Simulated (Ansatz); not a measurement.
## Preparing In2O3 (R-3c) as a host crystal

Before any defect goes in: In2O3 (R-3c) at rest, and how it screens a charge.

Main program and level: Ansatz 0.2.0; plane-wave PAW DFT, r2SCAN; relaxation of the host's cell and atoms; PAW set soft_1, in the first sound run; inputs show where later runs differ.

## 1. Set-up

It takes space group R-3c (No. 167, trigonal). Conventional cell: a = 5.516 Å, b = 5.516 Å, c = 14.591 Å, α = 90.00°, β = 90.00°, γ = 120.00°. In has 6 O at 2.13 to 2.26 Å nearest. Nearest to O lie 4 In at 2.13 to 2.26 Å. Farther neighbours and most contacts between anions are not listed.

## 2. Host cell relaxation

Lattice and positions are set free, within the symmetry that the program keeps.

cell/input.yaml reads:

```yaml
crystal:
  lattice:
    - [2.7581043, 1.5923923, 4.8636868]
    - [-2.7581043, 1.5923923, 4.8636868]
    - [0.0, -3.1847845, 4.8636868]
  atoms:
    - { symbol: In, position: [0.642884, 0.642884, 0.642884] }
    - { symbol: In, position: [0.857116, 0.857116, 0.857116] }
    - { symbol: In, position: [0.357116, 0.357116, 0.357116] }
    - { symbol: In, position: [0.142884, 0.142884, 0.142884] }
    - { symbol: O, position: [0.0464953, 0.75, 0.4535047] }
    - { symbol: O, position: [0.75, 0.4535047, 0.0464953] }
    - { symbol: O, position: [0.4535047, 0.0464953, 0.75] }
    - { symbol: O, position: [0.9535047, 0.25, 0.5464953] }
    - { symbol: O, position: [0.5464953, 0.9535047, 0.25] }
    - { symbol: O, position: [0.25, 0.5464953, 0.9535047] }
basis:
  ecutwfc: 500
  xc_grid: 2
hamiltonian:
  xc: r2scan
  pseudopotentials: { kind: paw, azcp: { folder: soft_1 } }
kpoints:
  mp_grid: { grid: [6, 6, 6] }
scf:
  occupations: { method: fixed }
  max_iter: 100
relax:
  f_tol: 0.005
  max_steps: 60
  cell: {}
output:
  forces: true
  stress: true
checkpoint:
  write: "../cell.run"
  compress: false
  write_wavefunctions: false
  write_every: 100000
```

The run is started by

```sh
ansatz run input.yaml --threads 10 --pin off --max-ram 37683MiB --backend cpu --events-out ev --progress --plain --runs-dir out
```

Numbers of over 12 decimals in the logs are rounded to 6 here.

The program printed:

```text
[... repeated set-up lines and file paths are left out, and long positions are rounded to six places ...]
Engine: ansatz 0.2.0, x86_64-unknown-linux-gnu
Pseudopotentials: kind: paw
Pseudopotential: In, paw, valence charge 13, recommended cutoff 500 eV (meta_gga), soft_1/In.paw.azcp
Pseudopotential: O, paw, valence charge 6, recommended cutoff 500 eV (meta_gga), soft_1/O.paw.azcp
Functional definition: r2SCAN
  parameter k0 = 0.174
  parameter k1 = 0.065
  parameter a1 = 4.9479
  exchange = r2scan_x(k0 = k0, k1 = k1, a1 = a1)
  correlation = r2scan_c
Crystal: 10 atoms, lattice volume = 128.167 Å³
Basis set: ecut = 500 eV, 3263 PW (Γ), exchange–correlation on 90×90×90 points (8 copies of the dense FFT grid, shifted against one another)
Bands: 54, of which v1, the nominal top of the filled ones, is band 44 counted from 1 (43 counted from 0)
Symmetry: 12 space group operations
Space group: R-3c (ITA 167), of the structure as read, at distance tolerance 5.0e-5 Å
k-points: 32 of 216
Non-local potential: In, projectors of the file, l = 0: 2, l = 1: 2, l = 2: 2, l = 3: 1
Non-local potential: O, projectors of the file, l = 0: 2, l = 1: 2, l = 2: 1
PAW form: soft (Blöchl's): semilocal exchange-correlation on the pseudo side does not see the compensation charge
PAW frozen core: In, regenerated for the run's functional (the file was generated under x = pbe(κ = 0.804, μ = 0.219515), c = pbe(β = 0.066725))
PAW frozen core: O, regenerated for the run's functional (the file was generated under x = pbe(κ = 0.804, μ = 0.219515), c = pbe(β = 0.066725))
PAW one-centre angular grid: In, 590 points (default); XC on 160 Gauss nodes
PAW one-centre angular grid: O, 302 points (default); XC on 160 Gauss nodes
Initial density: superposition of atomic densities (chi_scale 0.1, normalization cell, long waves kept (reshape's long-wave potential 0.00 eV rms))
Initial wavefunctions: pseudopotential atomic-orbital guess
Functional: x = r2scan, c = r2scan; τ floored in thin density (d = 2e-4 eV/Å³)
SCF iter   1: F=—  HF=-25862.314544 eV  |F-HF|=—  |Δ(HF+E_count)|=         —  Δρ=7.31e-2  dr2=4.96e0  dr2_τ=4.54e-1  ethr=3.10e-3  ⟨swp⟩=5.0  Hψ=5521  notcnv=0  defer=246
preconditioner: auto → Resta (q_TF=auto, 2.563 Å⁻¹)  ε∞=4.0  [insulator: Δε(μ)=1.802 eV  Ē_g=17.785 eV  n_scr=32 (ndim 8)  ℏωp=30.8 eV  f_vac=0.000  ε∞_Penn≈4.0]
SCF iter   2: F=—  HF=-25861.751493 eV  |F-HF|=—  |Δ(HF+E_count)|=   5.63e-1  Δρ=3.81e-2  dr2=1.23e0  dr2_τ=6.01e-2  ethr=3.10e-3  ⟨swp⟩=3.0  Hψ=3506  notcnv=0  defer=206
SCF iter   3: F=—  HF=-25861.693152 eV  |F-HF|=—  |Δ(HF+E_count)|=   5.83e-2  Δρ=7.48e-3  dr2=9.01e-2  dr2_τ=8.04e-3  ethr=1.39e-3  ⟨swp⟩=3.0  Hψ=2972  notcnv=0  defer=162
automatic band count: iteration 3 solves 52 bands in place of 54: the levels show a gap, and the empty bands left out lie too high to hold charge; the band table lists the bands solved (type scf.n_extra_bands for more)
SCF iter   4: F=—  HF=-25861.687058 eV  |F-HF|=—  |Δ(HF+E_count)|=   6.09e-3  Δρ=3.36e-3  dr2=9.43e-3  dr2_τ=1.36e-3  ethr=1.02e-4  ⟨swp⟩=2.0  Hψ=3037  notcnv=0  defer=191
SCF iter   5: F=—  HF=-25861.687896 eV  |F-HF|=—  |Δ(HF+E_count)|=   8.38e-4  Δρ=8.27e-4  dr2=8.41e-4  dr2_τ=3.03e-5  ethr=1.07e-5  ⟨swp⟩=2.0  Hψ=2209  notcnv=0  defer=191
SCF iter   6: F=—  HF=-25861.688116 eV  |F-HF|=—  |Δ(HF+E_count)|=   2.20e-4  Δρ=1.40e-4  dr2=2.74e-5  dr2_τ=1.79e-6  ethr=9.56e-7  ⟨swp⟩=2.4  Hψ=2484  notcnv=0  defer=192
SCF iter   7: F=—  HF=-25861.688196 eV  |F-HF|=—  |Δ(HF+E_count)|=   8.00e-5  Δρ=2.74e-5  dr2=1.05e-6  dr2_τ=4.05e-8  ethr=3.11e-8  ⟨swp⟩=3.0  Hψ=3045  notcnv=0  defer=125
SCF iter   8: F=-25861.688197 eV  HF=-25861.688197 eV  |F-HF|=6.77e-10  |Δ(HF+E_count)|=   2.19e-7  Δρ=3.91e-6  dr2=2.04e-8  dr2_τ=1.31e-9  ethr=1.14e-10  ⟨swp⟩=5.0  Hψ=6362  notcnv=0
SCF 1 converged in 8 iterations: F = -25861.688197 eV  dr2 = 2.04e-8
  greatest PAW one-centre occupation: 0.990 electrons in one spin orbital (limit 2), on the In atom at site 2 (counted from 0), in its partial waves of l = 2
relax step   1: F+E_penalty+E_count = -25861.68819663 eV  Δ(F+E_penalty+E_count) = +0.000e0 eV  max|allowed force component| = 1.936e-2 eV/Å  Δτ_max = 0.0000 Å  P = -0.826 GPa  Ω = 128.167 Å³  (8 SCF iters, dr2 threshold 1.00e-7 eV, accepted)
[... the SCF cycles and remarks between the steps are left out from here to the last step ...]
relax step   2: F+E_penalty+E_count = -25861.68997323 eV  Δ(F+E_penalty+E_count) = -1.777e-3 eV  max|allowed force component| = 1.067e-2 eV/Å  Δτ_max = 0.0012 Å  P = +0.108 GPa  Ω = 127.492 Å³  energy of the carried Pulay correction = +2.965e-4 eV  (5 SCF iters, dr2 threshold 1.00e-6 eV, accepted)
relax step   3: F+E_penalty+E_count = -25861.69001159 eV  Δ(F+E_penalty+E_count) = -3.836e-5 eV  max|allowed force component| = 4.924e-3 eV/Å  Δτ_max = 0.0011 Å  P = +0.025 GPa  Ω = 127.563 Å³  energy of the carried Pulay correction = +2.653e-4 eV  (5 SCF iters, dr2 threshold 1.18e-7 eV, accepted)
relax step   4: F+E_penalty+E_count = -25861.69002298 eV  Δ(F+E_penalty+E_count) = -1.139e-5 eV  max|allowed force component| = 6.382e-4 eV/Å  Δτ_max = 0.0004 Å  P = -0.002 GPa  Ω = 127.577 Å³  energy of the carried Pulay correction = +2.590e-4 eV  (5 SCF iters, dr2 threshold 7.09e-9 eV, accepted)
Initial wavefunctions: pseudopotential atomic-orbital guess (no wavefunctions were taken with the density)
iter 1 solved again at ethr=1.76e-8 eV; its pass at ethr=3.10e-3 eV (dr2=1.54e-5 eV) is discarded
SCF iter   1: F=—  HF=-25861.689697 eV  |F-HF|=—  |Δ(HF+E_count)|=         —  Δρ=1.35e-5  dr2=2.37e-8  dr2_τ=8.18e-8  ethr=1.76e-8  ⟨swp⟩=3.6  Hψ=10455  notcnv=0  defer=256
SCF iter   2: F=—  HF=-25861.689766 eV  |F-HF|=—  |Δ(HF+E_count)|=   6.86e-5  Δρ=6.97e-6  dr2=6.85e-9  dr2_τ=7.15e-9  ethr=2.69e-11  ⟨swp⟩=2.0  Hψ=2979  notcnv=0  defer=244
SCF iter   3: F=—  HF=-25861.689766 eV  |F-HF|=—  |Δ(HF+E_count)|=   1.40e-8  Δρ=1.53e-6  dr2=1.24e-9  dr2_τ=3.46e-10  ethr=7.78e-12  ⟨swp⟩=2.0  Hψ=2978  notcnv=0  defer=244
SCF iter   4: F=-25861.689766 eV  HF=-25861.689766 eV  |F-HF|=1.46e-11  |Δ(HF+E_count)|=  5.82e-11  Δρ=2.07e-7  dr2=4.43e-11  dr2_τ=4.09e-12  ethr=1.00e-12  ⟨swp⟩=3.0  Hψ=7040  notcnv=0
SCF 5 converged in 4 iterations: F = -25861.689766 eV  dr2 = 4.43e-11
relax step   5: F+E_penalty+E_count = -25861.68976604 eV  Δ(F+E_penalty+E_count) = +2.569e-4 eV  max|allowed force component| = 6.282e-4 eV/Å  Δτ_max = 0.0000 Å  P = +0.000 GPa  Ω = 127.577 Å³  stress off target by 1.25e-3 GPa  SCF on the basis re-selected at this cell (its energy is not comparable with the rows above)  (4 SCF iters)
basis re-selected at this cell: Δ(F+E_penalty+E_count) = +2.569e-4 eV, ΔP = +0.002 GPa vs the last step (what re-selecting the basis moved, of the pressure what is left beyond the Pulay correction that the steps carried, after the strain that the cell walked [...]
SCF converged after 4 iterations
Free energy (F): -25861.689766 eV
Harris-Foulkes:  -25861.689766 eV  (|F-HF|=1.46e-11)
Internal energy: -25861.689766 eV  (E = F + TS)
E sigma→0 (E₀):  -25861.689766 eV
Fermi energy:    8.476081 eV
--- Per-component energies (eV) ---
  E_band       = -27.800642
  E_kinetic    = 1900.671016
  E_local      = -5646.358613  (includes V_loc(G=0)·N_el)
  E_nonlocal   = 1632.668507
  E_hartree    = 2225.154242
  E_xc         = -945.361107
  E_vxc        = -980.954638  (∫ρ·V_xc dr)
  E_paw        = -17952.239890  (= ΣΔE_a)
  E_vpaw       = -1447.370691  (= ΣTr[D̂ρ^β])
  E_aug_tail   = 0.001196  (compensation charges beyond the density's cutoff)
  E_vtau       = 63.234057  (kinetic-family band-sum trace: ∫τ·v_τ [+ j·A + Jᵃ·Aᵃ] dr)
  E_ewald      = -7079.895667
  E_core_change = 3.670552  (= ΣΔE_core)
  E_smearing   = -0.000000  (= −TS)
  E_closure    = -0.000000  (closes the sum)
  Σ components = -25861.689766   (vs F -25861.689766, Δ=0.00e0)
--- Forces (eV/Å), atoms counted from 1 ---
  atom   1  In    -0.00000000    -0.00000000    -0.00062824
  atom   2  In    -0.00000000     0.00000000     0.00062824
  atom   3  In     0.00000000     0.00000000     0.00062824
  atom   4  In     0.00000000    -0.00000000    -0.00062824
  atom   5  O      0.00027563     0.00047741    -0.00000000
  atom   6  O      0.00027563    -0.00047741     0.00000000
  atom   7  O     -0.00055126    -0.00000000     0.00000000
  atom   8  O     -0.00027563    -0.00047741     0.00000000
  atom   9  O      0.00055126     0.00000000    -0.00000000
  atom  10  O     -0.00027563     0.00047741    -0.00000000
  max |Σ_I F_I| component: 3.47e-18 eV/Å
--- Stress (GPa, compression-positive) ---
       -0.000502       0.000000      -0.000000
        0.000000      -0.000502       0.000000
       -0.000000       0.000000       0.001245
  P = ⅓ Tr σ = 0.0001 GPa (0.001 kbar)
--- Relaxed structure (4 steps of the walk, 4 accepted, 1 SCFs on fresh bases) ---
  F+E_penalty+E_count = -25861.68976604 eV   max|allowed force component| = 6.282e-4 eV/Å   (the final SCF, on the basis selected at the relaxed cell)
  cell:  # Å, volume = 127.5770 Å³
    - [2.754348, 1.590223, 4.854497]
    - [-2.754348, 1.590223, 4.854497]
    - [0, -3.180447, 4.854497]
  atoms:
    - { symbol: In, position: [0.642934, 0.642934, 0.642934] }
    - { symbol: In, position: [0.857066, 0.857066, 0.857066] }
    - { symbol: In, position: [0.357066, 0.357066, 0.357066] }
    - { symbol: In, position: [0.142934, 0.142934, 0.142934] }
    - { symbol: O, position: [0.046589, 0.75, 0.453411] }
    - { symbol: O, position: [0.750000, 0.453411, 0.046589] }
    - { symbol: O, position: [0.453411, 0.046589, 0.75] }
    - { symbol: O, position: [0.953411, 0.250000, 0.546589] }
    - { symbol: O, position: [0.546589, 0.953411, 0.250000] }
    - { symbol: O, position: [0.250000, 0.546589, 0.953411] }
```

It took 7.3 s on 10 threads of AMD EPYC 7R13 (Zen 3), shared host; peak memory 1 GiB; 66 s of CPU time.

The steps of the relaxation:

```csv
step,energy less that of the first step (eV),largest force component (eV/Å),pressure (GPa),volume (Å³)
1,0.0000,0.0194,-0.83,128.17
2,-0.0018,0.0107,0.11,127.49
3,-0.0018,0.0049,0.03,127.56
4,-0.0018,0.0006,0.00,127.58
5*,-0.0016,0.0006,0.00,127.58
```

Relaxation steps marked * repeat the geometry before them on a plane-wave basis chosen anew for their cell, so energy and pressure can jump there.

The run keeps the 12 symmetry operations that it works with, so distortions that break them were not tested.

| conventional cell, symmetrised | before | after | change |
| --- | --- | --- | --- |
| a (Å) | 5.516 | 5.509 | -0.1 % |
| b (Å) | 5.516 | 5.509 | -0.1 % |
| c (Å) | 14.591 | 14.563 | -0.2 % |
| volume (Å³/atom) | 12.82 | 12.76 | -0.5 % |

Numbers from this step:

```yaml
pressure: 8.04e-5 GPa
```

The cell shrank by 0.5 % in volume.

## 3. Dielectric tensors of the host

The response to a uniform electric field gives the electronic dielectric tensor.

This step: plane-wave PAW DFPT, PBEsol; dielectric tensors, Born charges and zone-centre modes of the host; PAW set soft_1 (Ansatz 0.2.0).

eps/input.yaml reads:

```yaml
crystal:
  lattice:
    - [2.7543477415, 1.5902234266, 4.8544967434]
    - [-2.7543477415, 1.5902234266, 4.8544967434]
    - [0.0, -3.1804468034, 4.8544967598]
  atoms:
    - { symbol: In, position: [0.6429342122, 0.6429342122, 0.6429342122] }
    - { symbol: In, position: [0.8570657878, 0.8570657878, 0.8570657878] }
    - { symbol: In, position: [0.3570657878, 0.3570657878, 0.3570657878] }
    - { symbol: In, position: [0.1429342122, 0.1429342122, 0.1429342122] }
    - { symbol: O, position: [0.0465888751, 0.75, 0.4534111249] }
    - { symbol: O, position: [0.75, 0.4534111249, 0.0465888751] }
    - { symbol: O, position: [0.4534111249, 0.0465888751, 0.75] }
    - { symbol: O, position: [0.9534111249, 0.25, 0.5465888751] }
    - { symbol: O, position: [0.5465888751, 0.9534111249, 0.25] }
    - { symbol: O, position: [0.25, 0.5465888751, 0.9534111249] }
basis:
  ecutwfc: 420
hamiltonian:
  xc: pbesol
  pseudopotentials: { kind: paw, azcp: { folder: soft_1 }, xc_functional: pbe }
kpoints:
  mp_grid: { grid: [5, 5, 5] }
scf:
  occupations: { method: fixed }
  max_iter: 100
phonons:
  method: dfpt
  dielectric: true
  rigid_motions: translations
```

The program printed:

```text
[...]
Crystal: 10 atoms, lattice volume = 127.577 Å³
Basis set: ecut = 420 eV, 2489 PW (Γ), exchange–correlation on 80×80×80 points (8 copies of the dense FFT grid, shifted against one another)
Bands: 54, of which v1, the nominal top of the filled ones, is band 44 counted from 1 (43 counted from 0)
Symmetry: 12 space group operations
k-points: 63 of 125 (irreducible under 1 space group operation, time reversal used)
[...]
SCF iter   1: F=—  HF=-25468.757008 eV  |F-HF|=—  |Δ(HF+E_count)|=         —  Δρ=6.25e-2  dr2=3.21e0  ethr=3.10e-3  ⟨swp⟩=5.0  Hψ=10994  notcnv=0  defer=485
[...]
SCF iter  10: F=-25467.858556 eV  HF=-25467.858556 eV  |F-HF|=5.82e-11  |Δ(HF+E_count)|=   2.22e-9  Δρ=2.47e-7  dr2=5.99e-11  ethr=1.00e-12  ⟨swp⟩=11.8  Hψ=23986  notcnv=0
SCF 1 converged in 10 iterations: F = -25467.858556 eV  dr2 = 5.99e-11
[...]
NSCF: frozen V_eff on 13 k-points
DFPT response loops at Γ: preconditioner auto → Resta (q_TF=auto, 2.565 Å⁻¹)  ε∞=7.3 (no band partly filled); β = 1.00, the filter's whole step (`scf.mixing.beta` (0.50) is not read by the response loops at its default; [...]
── the response to a field inside a basis, on 8×8×8 k-points: an SCF that follows is theirs, and a resumed run solves both again ──
Bands: 45, of which v1, the nominal top of the filled ones, is band 44 counted from 1 (43 counted from 0)
k-points: 60 of 512
[...]
Eigensolver: Dense (60 Hₖ)
SCF iter   1: F=—  HF=-25467.390767 eV  |F-HF|=—  |Δ(HF+E_count)|=         —  Δρ=6.39e-4  dr2=1.80e-4  ethr=1.00e-1
[...]
SCF iter   6: F=-25467.390865 eV  HF=-25467.390865 eV  |F-HF|=1.00e-9  |Δ(HF+E_count)|=   1.83e-8  Δρ=2.46e-6  dr2=7.50e-9  ethr=1.26e-10
SCF 1 converged in 6 iterations: F = -25467.390865 eV  dr2 = 7.50e-9
[...]
WARN: field response: ε∞ stands inside a basis, on 8×8×8 points; [...]
SCF converged after 10 iterations
Free energy (F): -25467.858556 eV
[...]
Internal energy: -25467.858556 eV  (E = F + TS)
E sigma→0 (E₀):  -25467.858556 eV
Fermi energy:    8.717987 eV
[...]
--- Band table (eV; the first three rows and the last of 63) ---
[...]
[... further k-points left out ...]
--- Phonons (Γ-DFPT): 4 representative perturbations + reference, on 63 of 125 k-points (Σ response iterations 15) ---
  k mesh reduced under 1 symmetry operation, with k and −k counted as one. Each operation leaves every solved perturbation unchanged. A smaller set is not considered because the run solves the response to a homogeneous field
  ASR residual: 2.874e-5 → 0.000e0 eV/Å²; symmetrization residual: 3.021e-6 eV/Å²
  ASR residual per site (eV/Å²): 2.87e-5 2.87e-5 2.87e-5 2.87e-5 1.48e-5 1.48e-5 1.90e-5 1.48e-5 1.90e-5 1.48e-5
  Γ frequencies (cm⁻¹): 0.00 0.00 0.00 121.44 156.05 164.21 164.21 168.40 168.40 213.66 213.66 232.47 254.32 261.56 261.56 285.62 285.62 367.06 369.03 369.03 414.04 414.04 467.23 467.23 472.09 481.80 530.17 565.43 565.43 589.73
  ε∞ (high-frequency dielectric tensor):
        5.223362    -0.000000    -0.000000
       -0.000000     5.223362    -0.000000
        0.000000    -0.000000     4.980983
  ε⁰ (static dielectric tensor: ions relaxed, cell fixed):
       12.136268    -0.000000     0.000000
       -0.000000    12.136268     0.000000
        0.000000     0.000000    15.148996
  ε⁰ − ε∞ (ionic part):
        6.912906    -0.000000     0.000000
       -0.000000     6.912906     0.000000
        0.000000     0.000000    10.168013
  softest optical mode at Γ: 121.44 cm⁻¹; the repairs (sum rule, projections) moved no ω² at Γ by more than (1.40 cm⁻¹)²
  Born effective charges Z* (e; rows j = field, columns β = displacement):
    site 0:
         3.39230   -0.02953    0.00000
         0.02953    3.39230   -0.00000
        -0.00000   -0.00000    3.27805
    site 1:
         3.39230    0.02953   -0.00000
        -0.02953    3.39230   -0.00000
         0.00000   -0.00000    3.27805
    site 2:
         3.39230   -0.02953    0.00000
         0.02953    3.39230   -0.00000
        -0.00000   -0.00000    3.27805
    site 3:
         3.39230    0.02953   -0.00000
        -0.02953    3.39230   -0.00000
         0.00000   -0.00000    3.27805
    site 4:
        -2.20061   -0.10552    0.36915
        -0.10552   -2.32245   -0.21313
         0.49077   -0.28335   -2.18537
    site 5:
        -2.20061    0.10552   -0.36915
         0.10552   -2.32245   -0.21313
        -0.49077   -0.28335   -2.18537
    site 6:
        -2.38338   -0.00000   -0.00000
        -0.00000   -2.13969    0.42626
        -0.00000    0.56669   -2.18537
    site 7:
        -2.20061   -0.10552    0.36915
        -0.10552   -2.32245   -0.21313
         0.49077   -0.28335   -2.18537
    site 8:
        -2.38338    0.00000   -0.00000
         0.00000   -2.13969    0.42626
        -0.00000    0.56669   -2.18537
    site 9:
        -2.20061    0.10552   -0.36915
         0.10552   -2.32245   -0.21313
        -0.49077   -0.28335   -2.18537
  Z* charge neutrality: 2.835e-2 e pre-enforcement
  solved inside a basis spanned on kpoints, on 8×8×8 k-points, its susceptibility summed on 10×10×10: ε∞ is read to err by 4.1e-2, Z* by 3.0e-2 e (field_mesh: kpoints solves on kpoints); Z* is corrected for what the basis lacks
  optical modes at Γ without the LO–TO term, one row a degenerate level:
      ω (cm⁻¹)  modes    IR ((D/Å)²/amu)
        121.44      1             0.0000
[...]
optical modes at Γ + LO–TO along q̂ = [1.0000, 0.0000, 0.0000]:
      ω (cm⁻¹)  modes    IR ((D/Å)²/amu)
[...]
optical modes at Γ + LO–TO along q̂ = [0.0000, 1.0000, 0.0000]:
      ω (cm⁻¹)  modes    IR ((D/Å)²/amu)
[...]
optical modes at Γ + LO–TO along q̂ = [0.0000, 0.0000, 1.0000]:
      ω (cm⁻¹)  modes    IR ((D/Å)²/amu)
[...]
261.56      2             0.0000
        285.62      2            30.6501
        362.94      1             9.0533
        367.06      1             0.0000
        369.03      2             0.0000
        414.04      2            74.3051
        467.23      2             3.8736
        481.80      1             0.0000
        530.17      1             0.0000
        565.43      2             0.0000
        576.91      1            43.6826
        589.73      1             0.0000
```

The job ended after 52 s (10 threads; peak memory 2.3 GiB).

Electronic dielectric tensor:

```
5.22 0.00 0.00
0.00 5.22 0.00
0.00 0.00 4.98
```

Static dielectric tensor:

```
12.14  0.00  0.00
 0.00 12.14  0.00
 0.00  0.00 15.15
```

The principal values of the electronic dielectric tensor are 4.98, 5.22 and 5.22. The principal values of the static dielectric tensor are 12.14, 12.14 and 15.15.

(Continued in part 2 of 4.)

[Logs are printed without paths, hosts, clocks, repeated set-up lines and the standing remarks that a program may print on its own settings, such as how far it seeks lower states.]

[Hosts, paths, dates, database ids (printed as entryN), source tags and the programs' standing remarks are cut or masked in the printed files.]

[Runs of the host that timed out are not shown.]

[For some hosts the program warned that the k-mesh of the response run may be too coarse for force constants and the static dielectric constant; such warnings are not always shown.]
